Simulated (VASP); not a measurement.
# Tm (Fm-3m) in VASP: reference runs

How does Tm come out in PBE? The cell is run as given and disturbed.

Program: VASP 6.6.1. These are calculated values, not measurements. Logs are shortened: lines on timing, memory, paths and dates and some standing lists are left out, and cuts for length are marked.

## Step 1: Starting point

It takes space group Fm-3m (No. 225, cubic). Conventional cell: a = 4.936 Å, b = 4.936 Å, c = 4.936 Å, α = 90.00°, β = 90.00°, γ = 90.00°. Tm (site symmetry m-3m) has 12 Tm at 3.49 Å as nearest neighbours.

This isn't the form of Tm at room conditions, which is hcp.

## Step 2: Single point, PBE, collinear spin, ferromagnetic start (cell strained at random at fixed volume)

File INCAR:

```
SYSTEM = Tm
ALGO     = Normal         ! electronic algorithm
EDIFF    = 1E-7           ! SCF threshold, eV
ENCUT    = 520            ! plane-wave cutoff, eV
GGA      = PE             ! functional
ISIF     = 2              ! what is computed and relaxed
ISMEAR   = -1             ! smearing method
ISPIN    = 2              ! spin polarisation
LASPH    = .True.         ! aspherical terms in the spheres
LCHARG   = .False.        ! write CHGCAR
LMAXMIX  = 6              ! l up to which the mixer works
LORBIT   = 11             ! projections on sites
LREAL    = .False.        ! projectors in reciprocal space
LWAVE    = .False.        ! write WAVECAR
MAGMOM   = 2              ! initial moments
NBANDS   = 22             ! bands
NELM     = 120            ! most SCF steps
PREC     = Accurate       ! precision mode
SIGMA    = 0.05           ! smearing width, eV
```

File KPOINTS:

```
k-points
0
Gamma
  9 9 9
  0 0 0
```

File POSCAR:

```
Tm
1.0
   -0.0473560000      2.4508640000      2.4324590000
    2.4661990000     -0.0693230000      2.4544260000
    2.4266400000      2.4332730000     -0.0297650000
Tm
1
Direct
   -0.0055930000      0.0011920000      0.0013090000
```

Potentials or basis: VASP PAW PBE potentials, release 64 (Tm).

Launch:

```sh
cat potpaw_PBE.64/Tm/POTCAR > POTCAR
mpirun -np 1 vasp_std > vasp.out
```

OUTCAR:

```text
SYSTEM = Tm
   EDIFF = 1E-7
   ENCUT = 520
   GGA = PE
   ISIF = 2
   ISMEAR = -1
   ISPIN = 2
   LASPH = .True.
   LORBIT = 11
   LREAL = .False.
   NELM = 120
   PREC = Accurate

 ion  position               nearest neighbor table
   1  0.994  0.001  0.001-

  LATTYP: Found a triclinic cell.
 ALAT       =     6.1348214506
 B/A-ratio  =     0.5672712417
 C/A-ratio  =     0.5689634028
 COS(alpha) =     0.0048767568
 COS(beta)  =     0.2927126172
 COS(gamma) =     0.8683297117

  Lattice vectors:

 A1 = (  -4.9797540000,   2.5895100000,  -2.4763930000)
 A2 = (  -2.4661990000,   0.0693230000,  -2.4544260000)
 A3 = (  -2.4739960000,   0.0175910000,   2.4622240000)

Analysis of symmetry for initial positions (statically):
=====================================================================
 Subroutine PRICEL returns:
 Original cell was already a primitive cell.

 Routine SETGRP: Setting up the symmetry group for a
 triclinic supercell.

 Subroutine GETGRP returns: Found  2 space group operations
 (whereof  1 operations were pure point group operations)
 out of a pool of  2 trial point group operations.

The static configuration has the point symmetry C_1 .
 The point group associated with its full space group is S_2 .

Analysis of symmetry for dynamics (positions and initial velocities):
=====================================================================
 Subroutine PRICEL returns:
 Original cell was already a primitive cell.

 Routine SETGRP: Setting up the symmetry group for a
 triclinic supercell.

 Subroutine GETGRP returns: Found  2 space group operations
 (whereof  1 operations were pure point group operations)
 out of a pool of  2 trial point group operations.

The dynamic configuration has the point symmetry C_1 .
 The point group associated with its full space group is S_2 .

Analysis of structural, dynamic, and magnetic symmetry:
=====================================================================
 Subroutine PRICEL returns:
 Original cell was already a primitive cell.

 Routine SETGRP: Setting up the symmetry group for a
 triclinic supercell.

 Subroutine GETGRP returns: Found  2 space group operations
 (whereof  1 operations were pure point group operations)
 out of a pool of  2 trial point group operations.

The overall configuration has the point symmetry C_1 .
 The point group associated with its full space group is S_2 .

 Subroutine INISYM returns: Found  2 space group operations
 (whereof  1 operations are pure point group operations),
 and found     1 'primitive' translations

----------------------------------------------------------------------------------------

                                     Primitive cell

  volume of cell :      30.0662

  direct lattice vectors                    reciprocal lattice vectors
    -0.047356000  2.450864000  2.432459000    -0.198569170  0.200537811  0.205185640
     2.466199000 -0.069323000  2.454426000     0.199286309 -0.196276485  0.201641374
     2.426640000  2.433273000 -0.029765000     0.205682286  0.203389683 -0.200924316

  length of vectors
     3.453380043  3.480107782  3.436609541     0.348921590  0.344816959  0.352197597

  position of ions in fractional coordinates (direct lattice)
     0.994407000  0.001192000  0.001309000

  ion indices of the primitive-cell ions
   primitive index   ion index
                 1           1

----------------------------------------------------------------------------------------

 KPOINTS: k-points

Automatic generation of k-mesh.
 Grid dimensions read from file:
 generate k-points for:    9    9    9

 Generating k-lattice:

  Cartesian coordinates                     Fractional coordinates (reciprocal lattice)
    -0.022063241  0.022281979  0.022798404     0.111111111 -0.000000000  0.000000000
     0.022142923 -0.021808498  0.022404597    -0.000000000  0.111111111  0.000000000
     0.022853587  0.022598854 -0.022324924     0.000000000  0.000000000  0.111111111

  Length of vectors
     0.038769066  0.038312995  0.039133066

  Shift w.r.t. Gamma in fractional coordinates (k-lattice)
     0.000000000  0.000000000  0.000000000

 Subroutine IBZKPT returns following result:
 ===========================================

 Found    365 irreducible k-points:

 Following reciprocal coordinates:
            Coordinates               Weight
  0.000000  0.000000  0.000000      1.000000
  0.111111  0.000000  0.000000      2.000000
  0.222222 -0.000000  0.000000      2.000000
  0.333333 -0.000000 -0.000000      2.000000
  0.444444 -0.000000  0.000000      2.000000
  0.000000  0.111111 -0.000000      2.000000
[... 16 lines left out ...]
 -0.111111  0.222222 -0.000000      2.000000
 -0.000000  0.333333 -0.000000      2.000000
 [... further k-points ...]
   k-points           NKPTS =    365   k-points in BZ     NKDIM =    365   number of bands    NBANDS=     22
   number of dos      NEDOS =    301   number of ions     NIONS =      1
   total plane-waves  NPLWV =  21952
   dimension x,y,z NGX =    28 NGY =   28 NGZ =   28
   dimension x,y,z NGXF=    56 NGYF=   56 NGZF=   56
   ions per type =               1
   NGX,Y,Z   is equivalent  to a cutoff of  13.48, 13.38, 13.54 a.u.
   NGXF,Y,Z  is equivalent  to a cutoff of  26.96, 26.75, 27.09 a.u.
 SYSTEM =  Tm
   PREC   = accura    normal or accurate (medium, high low for compatibility)
   ISTART =      0    job   : 0-new  1-cont  2-samecut
   ICHARG =      2    charge: 1-file 2-atom 10-const
   ISPIN  =      2    spin polarized calculation?
   LNONCOLLINEAR =      F non collinear calculations
   LSORBIT =      F    spin-orbit coupling
   LASPH  =      T    aspherical Exc in radial PAW
   ENCUT  =  520.0 eV  38.22 Ry    6.18 a.u.   6.42  6.47  6.39*2*pi/ulx,y,z
   NELM   =    120;   NELMIN=  2; NELMDL= -5     # of ELM steps
   EDIFF  = 0.1E-06   stopping-criterion for ELM
   LREAL  =      F    real-space projection
   EDIFFG = 0.1E-05   stopping-criterion for IOM
   NSW    =      0    number of steps for IOM
   IBRION =     -1    ionic relax: 0-MD 1-quasi-New 2-CG
   NFREE  =      0    steps in history (QN), initial steepest desc. (CG)
   ISIF   =      2    stress and relaxation
   ISYM   =      2    0-nonsym 1-usesym 2-fastsym
   POTIM  = 0.5000    time-step for ionic-motion
   TEBEG  =    0.0;   TEEND  =   0.0 temperature during run
   PSTRESS=    0.0 pullay stress
   NELECT =      23.0000    total number of electrons
   NUPDOWN=      -1.0000    fix difference up-down
   EMIN   =  10.00;   EMAX   =-10.00  energy-range for DOS
   EFERMI =   0.00;   METHOD = LEGACY
   ISMEAR =    -1;   SIGMA  =   0.05  broadening in eV -4-tet -1-fermi 0-gaus
   EFERMI_NEDOS =   21; number of points for ismear=-14 and -15
   IALGO  =     38    algorithm
   IMIX   =      4    mixing-type and parameters
     AMIX     =   0.40;   BMIX     =  1.00
     AMIX_MAG =   1.60;   BMIX_MAG =  1.00
  volume/ion in A,a.u.               =      30.07       202.90
  Fermi-wavevector in a.u.,A,eV,Ry     =   1.497239  2.829372 30.500517  2.241725
  Thomas-Fermi vector in A             =   2.609153
   LORBIT       =     11    0 simple, 1 ext, 2 COOP (PROOUT), +10 PAW based schemes
   GGA     = PE    functional components
   LHFCALC =     F    Hartree Fock is set to
   AEXX    =    0.0000 exact exchange contribution
   IVDW    =     0    specifies the selected vdW correction
   LEPSILON=     F    determine dielectric tensor
   LRPA    =     F    only Hartree local field effects (RPA)
 spin polarized calculation
  energy-cutoff  :      520.00
  volume of cell :       30.07
 maximum number of plane-waves:       833
 NGX is ok and might be reduce to    28
   NGX = 13   NGY = 13   NGZ = 13

 number of electron      23.0000000 magnetization       1.0263878

 Free energy of the ion-electron system (eV)
  ---------------------------------------------------
  ext. energy  EPLUGINS =         0.00000000
  ---------------------------------------------------
  free energy    TOTEN  =        -4.00542565 eV

  energy without entropy =       -3.94839594  energy(sigma->0) =       -3.97691080

 E-fermi :   2.3198     XC(G=0): -10.2807

 val. band max:        2.3196190630   @ k =  -0.3333  -0.1111   0.3333
 cond. band min:       2.3199918423   @ k =  -0.3333   0.3333   0.2222
 fundamental gap:      0.0003727793
 Fermi energy:         2.3197826659

 spin component 1

 k-point     1 :       0.0000    0.0000    0.0000
  band No.  band energies     occupation
      1     -48.1127      1.00000
      2     -21.0330      1.00000
      3     -21.0167      1.00000
      4     -21.0080      1.00000
      5      -2.9486      1.00000
      6       0.3128      1.00000
[... 14 lines left out ...]
     21      16.4111      0.00000
     22      18.1253      0.00000

 k-point     2 :       0.1111    0.0000    0.0000
  band No.  band energies     occupation
      1     -48.1077      1.00000
      2     -21.0996      1.00000
      3     -21.0368      1.00000
      4     -21.0188      1.00000
      5      -2.6064      1.00000
      6       0.3186      1.00000
[... 542 lines left out ...]
 k-point    24 :      -0.0000    0.3333   -0.0000
  band No.  band energies     occupation
      1     -48.0835      1.00000
      2     -21.4949      1.00000
      3     -21.0706      1.00000
      4     -21.0633      1.00000
      5      -0.5644      1.00000
      6       0.3533      1.00000
[... 14 lines left out ...]
     21      18.9011      0.00000
     22      19.6134      0.00000

 [... further k-points ...]

 spin component 2

 k-point     1 :       0.0000    0.0000    0.0000
  band No.  band energies     occupation
      1     -47.5899      1.00000
      2     -20.6909      1.00000
      3     -20.6759      1.00000
      4     -20.6630      1.00000
      5      -3.1787      1.00000
      6       1.8076      0.99996
[... 14 lines left out ...]
     21      16.3516      0.00000
     22      17.8681      0.00000

 k-point     2 :       0.1111    0.0000    0.0000
  band No.  band energies     occupation
      1     -47.5846      1.00000
      2     -20.7637      1.00000
      3     -20.6947      1.00000
      4     -20.6753      1.00000
      5      -2.8325      1.00000
      6       1.7975      0.99997
[... 542 lines left out ...]
 k-point    24 :      -0.0000    0.3333   -0.0000
  band No.  band energies     occupation
      1     -47.5588      1.00000
      2     -21.1816      1.00000
      3     -20.7281      1.00000
      4     -20.7267      1.00000
      5      -0.7897      1.00000
      6       1.7246      0.99999
[... 14 lines left out ...]
     21      18.7883      0.00000
     22      19.2605      0.00000

 [... further k-points ...]

------------------------ aborting loop because EDIFF is reached ----------------------------------------

  FORCE on cell =-STRESS in cart. coord.  units (eV):
  Direction    XX          YY          ZZ          XY          YZ          ZX
  --------------------------------------------------------------------------------------
  -------------------------------------------------------------------------------------
  Total        0.6828576      0.6936153      0.6890960      0.1420418      0.0708388     -0.0119287
  in kB       36.3883066     36.9615662     36.7207416      7.5691637      3.7748784     -0.6356577
  external PRESSURE =      36.6902048 kB  Pullay stress =       0.0000000 kB

 VOLUME and BASIS-vectors are now :
 -----------------------------------------------------------------------------
  energy-cutoff  :      520.00
  volume of cell :       30.07
      direct lattice vectors                 reciprocal lattice vectors
    -0.047356000  2.450864000  2.432459000    -0.198569170  0.200537811  0.205185640
     2.466199000 -0.069323000  2.454426000     0.199286309 -0.196276485  0.201641374
     2.426640000  2.433273000 -0.029765000     0.205682286  0.203389683 -0.200924316

 POSITION                                       TOTAL-FORCE (eV/Angst)
 -----------------------------------------------------------------------------------
     -0.04097      2.44026      2.42174         0.000000      0.000000      0.000000
 -----------------------------------------------------------------------------------
    total drift:                                0.000027     -0.000002      0.000016

  FREE ENERGIE OF THE ION-ELECTRON SYSTEM (eV)
  ---------------------------------------------------
  free  energy   TOTEN  =        -4.0054256539 eV

  energy  without entropy=       -3.9483959386  energy(sigma->0) =       -3.97691080

 total charge

# of ion       s       p       d       f       tot
--------------------------------------------------
    1        2.222   5.946   0.419  12.491  21.078

 magnetization (x)

# of ion       s       p       d       f       tot
--------------------------------------------------
    1        0.001  -0.039  -0.077   1.289   1.174
```

It took 17 min on 1 thread of Intel Xeon Platinum 8488C (Sapphire Rapids), shared host; peak memory 0.5 GiB.

Results:

- Free energy: -4.0054 eV
- Pressure: 3.7 GPa
- Band gap on the k mesh: none (metal or under the smearing width)
- Net moment: 1.03 μB per cell
- Site moments: Tm +1.17 μB
- Valence electrons inside the program's atomic spheres: Tm 21.08

Caveat: the magnetic or orbital state may not be the lowest; spin-orbit coupling is left out, which moves the levels of the heavy elements.

(Part 1 of 2 ends here.)
